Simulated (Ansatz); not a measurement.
# Pb: projected density of states with exchange-only PBE

Pb:

```
CELL_PARAMETERS angstrom
-1.97966 1.97966 1.97966
1.97966 -1.97966 1.97966
1.97966 1.97966 -1.97966
ATOMIC_POSITIONS crystal
Pb 0.00000 0.00000 0.00000
```

This isn't the form of Pb at room conditions, which is fcc.

```
Program             : Ansatz 0.2.0
Task                : projected density of states
Functional          : exchange-only PBE
Potentials or basis : SSSP precision PAW
Cutoff              : 612 eV
Density cutoff      : 6123 eV
k mesh              : 9 × 9 × 9
Occupations         : methfessel-paxton, width 0.1 eV
Spin                : no spin polarisation
```

The pressure is 9.6 GPa, the band gap on the k mesh is none (metal or under the smearing width) and the density of states at the Fermi level is 0.63 states/eV per cell.

Levels at points of the mesh, in eV from the Fermi level:
```
           k point  band 4  band 5  band 6  band 7  band 8  band 9  band 10  band 11
(0.00, 0.00, 0.00)  -16.85  -16.85  -11.72    7.14    7.14    7.14    11.60    11.60
```

States per cell in windows of 0.5 eV (zero at the Fermi level; states under -8 eV left out):
```
from (eV)  total  Pb 6p  Pb 6s
     -8.0   0.47   0.04   0.43
     -7.5   0.21   0.02   0.18
     -7.0   0.08   0.01   0.07
     -6.5   0.04   0.00   0.04
     -6.0   0.02   0.00   0.02
     -5.5   0.00   0.00   0.00
     -5.0   0.00   0.00   0.00
     -4.5   0.00   0.00   0.00
     -4.0   0.04   0.04   0.00
     -3.5   0.16   0.15   0.01
     -3.0   0.28   0.26   0.02
     -2.5   0.42   0.37   0.04
     -2.0   0.27   0.23   0.04
     -1.5   0.25   0.21   0.03
     -1.0   0.27   0.23   0.03
     -0.5   0.30   0.26   0.03
      0.0   0.31   0.27   0.02
      0.5   0.31   0.28   0.02
      1.0   0.31   0.28   0.02
      1.5   0.32   0.29   0.02
      2.0   0.33   0.30   0.02
      2.5   0.34   0.31   0.01
      3.0   0.33   0.30   0.01
      3.5   0.33   0.29   0.01
      4.0   0.40   0.37   0.01
      4.5   0.54   0.49   0.01
      5.0   0.26   0.21   0.00
      5.5   0.19   0.12   0.00
      6.0   0.16   0.08   0.00
      6.5   0.13   0.04   0.00
      7.0   0.11   0.01   0.00
      7.5   0.13   0.00   0.00
```

It took 3.8 s on 1 thread of Arm Neoverse V2 (shared host), peak memory 0.34 GiB.

Caveat: the potentials were made for another functional, which shifts forces and pressure. The run has no spin-orbit coupling, so splittings on Pb are missing.
